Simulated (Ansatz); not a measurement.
# BaTiO3: moving O off its site

BaTiO3, Pm-3m, a = 4.019 Å. The structure is a COD entry; whether it is the stable form wasn't checked. Ansatz: PBE, PAW, 420 eV, Γ-centred 8×8×8 mesh on 5 atoms, Gaussian smearing 0.05 eV; no spin polarisation.

```
CELL_PARAMETERS angstrom
4.01925 0.00000 0.00000
0.00000 4.01925 0.00000
0.00000 0.00000 4.01925
ATOMIC_POSITIONS crystal
Ba 0.50000 0.50000 0.50000
Ti 0.00000 0.00000 0.00000
O 0.50000 0.00000 0.00000
O 0.00000 0.50000 0.00000
O 0.00000 0.00000 0.50000
```

Atom 3 (O) moves by x along the unit vector (0.000, -0.707, -0.707), with its periodic images; all else is held. y is the free energy of the cell over the start, F the force along the path summed over the moved atoms. Symmetry makes y even in x.

```
 x (Å) y (meV) F (eV/Å)
-0.200        ?         ?
-0.120     37.9      0.64
-0.040      4.2      0.21
 0.000      0.0      0.00
 0.060      9.4     -0.31
 0.080     16.8     -0.42
 0.100     26.2     -0.53
 0.140     51.8     -0.75
 0.160     67.9     -0.86
 0.180     86.3     -0.98
```

Task: Fit y = c2 x² + c4 x⁴ to the energies of the other rows, give the force constant, and predict energy and force of the missing row.

Result: Least squares on the rows shown. y = 2608 x² + 1732 x⁴. The force constant is 2 c2 = 5.22 eV/Å² (for all images moving together, not for a lone atom). The force −dy/dx at the missing row is 1.10 eV/Å (computed 1.10). At x = -0.200 the fit asked for gives 107.1 meV. The run gave 107.1 meV, the same to the digits shown.

Symmetry holds off the tilts and polar distortions that many cubic perovskites undergo.

Cost: 10 runs of about 2.9 core-minutes in all, on Arm Neoverse V2 (shared hosts).